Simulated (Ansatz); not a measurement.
# MgO: strain energy, fitted

MgO, Fm-3m, a = 4.204 Å. Ansatz: r2SCAN, PAW, 500 eV, Γ-centred 8×8×6 mesh on 4 atoms, Gaussian smearing 0.02 eV; no spin polarisation. Series: shear of c along a, cell held, atoms fixed by symmetry; x is the strain in per cent (engineering shear). The axes a, b, c are those of the computed cell (2.973, 2.973, 4.204 Å), along [1 1 0], [-1 1 0], [0 0 1] of the cell named above. y is the free energy over the unstrained cell, V0 = 9.290 Å³/atom. Symmetry makes y even in x.

```
x (%) y (meV/atom)
  0.0          0.00
  1.0          0.45
  2.0          1.82
  3.0          4.08
  4.0          7.26
  6.0             ?
```

**Question.** Fit y = c2 x² + c4 x⁴ to the other rows, turn c2 into a modulus, and predict the missing energy.

**Answer.** Least squares on the rows shown. y = 0.45366 x² + 2.9626×10⁻⁶ x⁴. In eV per unit strain² c2 is 4.537; this is the shear stiffness (E = ½ C V0 γ²): 2 × 4.537 × 160.2 / (9.290) = 156 GPa. At x = 6.0 the fit asked for gives 16.34 meV/atom. The run gave 16.29 meV/atom, so the fit is 0.05 meV/atom too high, a small miss on the scale of the series. The form still works here, 50 % of the fitted range beyond its end.